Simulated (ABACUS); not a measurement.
The system is GaAs.

```
CELL_PARAMETERS angstrom
-2.82685 0.00000 2.82685
0.00000 2.82685 2.82685
-2.82685 2.82685 0.00000
ATOMIC_POSITIONS crystal
As 0.25000 0.25000 0.25000
Ga 0.00000 0.00000 0.00000
```

```yaml
Program: ABACUS 3.10.1
Task: relaxation of cell and atoms
Functional: revPBE
Potentials_or_basis: GBRV ultrasoft 1.5 PBE
Cutoff: 544 eV
Density_cutoff: 4354 eV
Basis: plane waves
k_mesh: 6 × 6 × 6
Occupations: fermi-dirac, width 0.05 eV
Spin: no spin polarisation
```

At the start: pressure 4.5 GPa; volume 22.59 Å³/atom.

**Question.** Where does the relaxation end?

**Answer.** Over 3 steps the energy falls by 21.2 meV/atom and the volume is 24.23 Å³/atom (+7.3 %); space group F-43m (No. 216, to 0.05 Å).

Step by step:
```tsv
step	energy change (eV)	largest force (eV/Å)	pressure (GPa)	volume (Å³)
1	0.0000	0.0000	4.45	45.18
2	-0.0385	0.0000	-1.11	49.57
3	-0.0425	0.0000	0.01	48.46
```

Final structure:
```xyz
2
Lattice="-2.8936 0.0000 2.8936 0.0000 2.8936 2.8936 -2.8936 2.8936 0.0000" Properties=species:S:1:pos:R:3 pbc="T T T"
As   -1.4468    1.4468    1.4468
Ga    0.0000    0.0000    0.0000
```

Caveat: the potentials were made for another functional, which shifts forces and pressure.
